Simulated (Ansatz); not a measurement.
**Ionic part of the dielectric constant of MgO, mode by mode**

Computed with DFT LDA, scalar-relativistic, plane waves, PAW (Ansatz). Settings: 420 eV plane-wave cutoff, Γ-centred 10×10×10 mesh, fixed occupations. No spin polarisation. Phonons by linear response, acoustic sum rule imposed.

Symmetry: Fm-3m, No. 225, cubic system. The conventional cell has a = 4.159 Å, b = 4.159 Å, c = 4.159 Å, α = 90.00°, β = 90.00°, γ = 90.00°. Mg (site symmetry m-3m) has 6 O at 2.08 Å as nearest neighbours. O (site symmetry m-3m) has 6 Mg at 2.08 Å as nearest neighbours.

The primitive cell has V = 17.99 Å³ and ε∞,yy = 3.183. Each polar mode adds Δε = (4.92064×10⁷/V)·S/ν² along y, with S its oscillator strength in e²/amu, ν in cm⁻¹ and V in Å³.

**Question.** From these modes, find each Δε and ε0,yy.
```
ν (cm⁻¹) S_yy (e²/amu)
   408.5          0.401
```

**Answer.**
```json
{"ν (cm⁻¹)": "408.5", "Δε": "6.58"}
```

The sum is 6.575, so ε0,yy = 9.76; the run's tensor has 9.76.

**Question.** Where do the longitudinal modes lie for a wave vector along y?

**Answer.** At 715 cm⁻¹. The Lyddane–Sachs–Teller product Π(ν_LO/ν_TO)² = 3.07 matches ε0/ε∞ = 3.07.

Cost: 1 run of about 0.067 core-minutes, on AMD EPYC 9R45 (Zen 5) (shared hosts).

The lattice supplies the larger part of the static dielectric constant of MgO, 6.58 out of 9.76, and all of it comes from the one polar optical mode that rock salt allows, in which the Mg and O sublattices move against each other. The oscillator strength, taken with the reduced mass of the pair, implies a Born effective charge close to the formal ionic charge, as expected for a strongly ionic oxide with little dynamical charge transfer. Weak electronic screening leaves a large macroscopic field in the longitudinal mode, which lifts it from 408.5 to 715 cm⁻¹. Cubic symmetry makes the result along y valid for every direction.

The electronic constant of 3.183 lies somewhat above experiment, probably because LDA makes the electrons too polarisable. The static value is close to the measured one, which may partly reflect compensation by a slightly too small lattice term. With a single polar mode, the Lyddane–Sachs–Teller agreement tests internal consistency, not the accuracy of the force constants.
